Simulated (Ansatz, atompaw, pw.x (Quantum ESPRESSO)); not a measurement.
## pw.x on diamond K: one setting changed

Potential: PAW, atompaw 4.2.0.5, PBE; core [Ne], reference 3s2 3p6 4s1 4p0; waves: 3s (bound): rc 1.95 bohr; 4s (bound): rc 1.44 bohr; 3p (bound): rc 2.05 bohr; 4p (bound, empty): rc 2.65 bohr; 3d channel at -0.05 Ry: rc 2.65 bohr; local part: troulliermartins scheme with l = 3 at 0 Ry, radius 2.55 bohr; core correction: smooth core density matched at 2.40 bohr; augmentation: besselshape compensation charge, radius 2.00 bohr; PAW radius 2.65 bohr; waves and projectors: custom polynom2 7 10 vanderbiltortho.

The reference run (k-mesh 8³, cutoffs 40/400 Ry, Fermi–Dirac 0.01 Ry, mixing_beta 0.4, conv_thr 1e-9, no spin) gives 0.00 GPa at 112.349 Å³/atom, where all-electron LAPW gives -0.00 GPa. This run, with its own iteration cap, changes k-mesh points per axis to 1, a wrong or extreme entry chosen on purpose.

```
&control
  calculation='scf', prefix='x', pseudo_dir='./', outdir='./tmp', tstress=.true., disk_io='none'
/
&system
  ibrav=0, nat=2, ntyp=1, ecutwfc=40, ecutrho=400, nbnd=17,
  occupations='smearing', smearing='fd', degauss=0.01
/
&electrons
  conv_thr=1e-09, mixing_beta=0.4, electron_maxstep=70
/
ATOMIC_SPECIES
K 1.0 K.UPF
CELL_PARAMETERS angstrom
  0.00000000 4.82528612 4.82528612
  4.82528612 0.00000000 4.82528612
  4.82528612 4.82528612 0.00000000
ATOMIC_POSITIONS crystal
K 0.0000 0.0000 0.0000
K 0.2500 0.2500 0.2500
K_POINTS automatic
1 1 1 0 0 0
```

```bash
pw.x < K.scf.in > K.scf.out
```

Q: How does the run end?

A: It converges in 9 iterations; the free energy moves by -941.2 meV/atom and the pressure by -1.16 GPa. The result is not a property of the crystal.

```
Message from routine setup:
     using ibrav=0 with symmetry is DISCOURAGED, use correct ibrav instead
     lattice parameter (alat)  =      12.8955  a.u.
     unit-cell volume          =    1516.3373 (a.u.)^3
     number of electrons       =        18.00
     number of Kohn-Sham states=           17
     kinetic-energy cutoff     =      40.0000  Ry
     charge density cutoff     =     400.0000  Ry
     scf convergence threshold =      1.0E-09
     Exchange-correlation= SLA PW PBX PBC
     number of k points=     1  Fermi-Dirac smearing, width (Ry)=  0.0100
     iteration #  1     ecut=    40.00 Ry     beta= 0.40
     total energy              =    -226.12126984 Ry
     estimated scf accuracy    <       0.00651124 Ry
     iteration #  2     ecut=    40.00 Ry     beta= 0.40
     total energy              =    -226.12121449 Ry
     estimated scf accuracy    <       0.00131744 Ry
     iteration #  3     ecut=    40.00 Ry     beta= 0.40
     total energy              =    -226.12133297 Ry
     estimated scf accuracy    <       0.00019751 Ry
     iteration #  4     ecut=    40.00 Ry     beta= 0.40
     total energy              =    -226.12135585 Ry
     estimated scf accuracy    <       0.00000206 Ry
     iteration #  5     ecut=    40.00 Ry     beta= 0.40
     total energy              =    -226.12135718 Ry
     estimated scf accuracy    <       0.00000087 Ry
     iteration #  6     ecut=    40.00 Ry     beta= 0.40
     total energy              =    -226.12135725 Ry
     estimated scf accuracy    <       0.00000013 Ry
     iteration #  7     ecut=    40.00 Ry     beta= 0.40
     total energy              =    -226.12135727 Ry
     estimated scf accuracy    <          5.1E-09 Ry
     iteration #  8     ecut=    40.00 Ry     beta= 0.40
     total energy              =    -226.12135727 Ry
     estimated scf accuracy    <          8.4E-09 Ry
     iteration #  9     ecut=    40.00 Ry     beta= 0.40
     the Fermi energy is     0.6294 ev
!    total energy              =    -226.12135727 Ry
     estimated scf accuracy    <          5.4E-10 Ry
     smearing contrib. (-TS)   =      -0.00000051 Ry
     convergence has been achieved in   9 iterations
          total   stress  (Ry/bohr**3)                   (kbar)     P=      -11.55
     Message from routine punch:
     Nothing written, as per user request (disk_io='none')
```

The run took about 19 s on one core of a shared server CPU.
